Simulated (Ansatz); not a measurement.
Reaction (hydrogen abstraction from a Ga–H bond): `[F][GaH][Br]` + `F[C](F)F`• → `[F][Ga][Br]`• + trifluoromethane

Computed with Ansatz on PBE0-D4/def2-TZVP structures; ΔE is electronic, products minus reactants. CBS: MP2 limit from def2 TZ/QZ plus the TZ coupled-cluster correction, frozen cores. This one scheme is used for every species. DFT in def2-TZVPP. B3LYP here is the variant with VWN-RPA as its local correlation; programs differ in this. No spin–orbit coupling; open shells (•) take unrestricted orbitals. For Br, Ga outer-core shells are correlated without core-valence functions, which leaves a few kJ/mol of doubt a bond. Scalar relativity is left out up to krypton.

`[F][GaH][Br]`:

```xyz
4

F     0.292   -0.820   -1.506
Ga   -0.181   -0.033   -0.022
Br    1.559    0.821    1.149
H    -1.670    0.031    0.379
```

`F[C](F)F`•:

Cartesian coordinates in Å:
```
F 0.371 -1.019 -0.635
C -0.272 0.002 -0.116
F 0.298 1.140 -0.435
F -0.397 -0.123 1.185
```

`[F][Ga][Br]`•:

```xyz
3

F    -1.423    0.861    0.236
Ga   -0.204   -0.011   -0.685
Br    1.627   -0.850    0.449
```

`FC(F)F`:

Cartesian coordinates in Å:
```
F 0.683 0.797 -0.787
C 0.035 -0.014 0.047
F -1.069 0.602 0.464
F -0.320 -1.111 -0.620
H 0.670 -0.274 0.897
```

```
             level  ΔE (kJ/mol)  difference from CCSD(T)/CBS
           BLYP-D4       -133.1                         -9.0
        r2SCAN0-D4       -118.2                          5.9
           ωB97M-V       -134.6                        -10.5
            B2PLYP       -129.4                         -5.3
              BLYP       -134.1                        -10.0
             B3LYP       -132.1                         -8.0
RPA@PBE/def2-TZVPP       -128.6                         -4.5
  CCSD(T)/def2-SVP       -121.7                          2.4
    MP2/def2-QZVPP       -129.4                         -5.3
SCS-MP2/def2-QZVPP       -129.4                         -5.3
       CCSD(T)/CBS       -124.1                            0
```

Largest T1 diagnostic among the species: 0.014.

From PBE to PBE0 (25 % exact exchange), in def2-TZVPP and without D4, ΔE moves by +3.4 kJ/mol. In def2-TZVPP, CCSD(T) changes the Hartree–Fock value by −16.6 kJ/mol (the triples alone add −1.8 kJ/mol) and MP2 by −21.3 kJ/mol. Leaving LDA and LC-ωPBE aside and taking each functional with its dispersion term where it has one, the values spread over 16.3 kJ/mol, from ωB97M-V to r2SCAN0-D4. LDA lies −4.3 kJ/mol from PBE without D4.

CCSD(T)/CBS has its own doubt, a few kJ/mol and more with outer-core shells, so smaller differences from it don't rank the levels.
